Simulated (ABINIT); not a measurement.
## Hf in ABINIT: the effect of functional

Crystal: Hf.

```
Hf
1.0
     3.19670    0.00000    0.00000
    -1.59835    2.76842    0.00000
     0.00000    0.00000    5.05780
Hf
2
Cartesian
  1.5984 0.9228 3.7934
  0.0000 1.8456 1.2645
```

Alike in all runs:

| Property | Result |
| --- | --- |
| Program | ABINIT 10.8.3 (patched build) |
| Task | band structure |
| Potentials or basis | JTH PAW PBE v2.0 |
| Cutoff | 626 eV |
| k mesh | 10 × 10 × 5 |
| Occupations | fermi-dirac, width 0.05 eV |
| Spin | no spin polarisation |

**Question.** One run gave: pressure 2.2 GPa. Which functional did it use?
A. revPBE
B. BLYP
C. RPBE
D. PBEsol
E. AM05

**Answer.** A.

```csv
functional,pressure (GPa)
LDA,-8.0
PBEsol,-4.2
RPBE,3.0
BLYP,3.1
AM05,-4.1
r2SCAN,-0.3
SCAN,-4.6
revPBE,2.2
PW91,-0.4
WC,-4.0
```

Caveats: the PAW data sets were made with another functional, which shifts forces and pressure a little.

Runs at the PBE level aren't shown here.
